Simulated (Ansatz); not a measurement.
The system is Li.

```
CELL_PARAMETERS angstrom
0.00000 2.20200 2.20200
2.20200 0.00000 2.20200
2.20200 2.20200 0.00000
ATOMIC_POSITIONS crystal
Li 0.00000 0.00000 0.00000
```

This isn't the form of Li at room conditions, which is bcc.

```yaml
Program: Ansatz 0.2.0
Task: relaxation of cell and atoms
Functional: LDA
Potentials_or_basis: Ansatz PAW
Cutoff: "420 eV (not typed: the program's choice for these potentials)"
k_mesh: 10 × 10 × 10
Occupations: fermi-dirac, width 0.05 eV
Spin: no spin polarisation
```

At the start: volume 21.35 Å³/atom.

Problem. How do energy, volume and symmetry change on relaxing?

Solution. It ends after 5 steps and the volume is 18.94 Å³/atom (-11.3 %); space group Fm-3m (No. 225, to 0.05 Å).

The path:
```csv
step,energy change (eV),largest force (eV/Å),volume (Å³)
1,0.0000,0.0000,21.35
2,-0.0078,0.0000,20.31
3,-0.0118,0.0000,18.75
4,-0.0119,0.0000,18.94
5,-0.0119,0.0000,18.94
```

Final structure:
```
Li
1.0
     0.00000    2.11576    2.11576
     2.11576    0.00000    2.11576
     2.11576    2.11576    0.00000
Li
1
Direct
  0.00000 0.00000 0.00000
```

Caveat: the plane-wave basis is chosen anew once the cell has moved, so the energies of steps on either side of that aren't comparable.
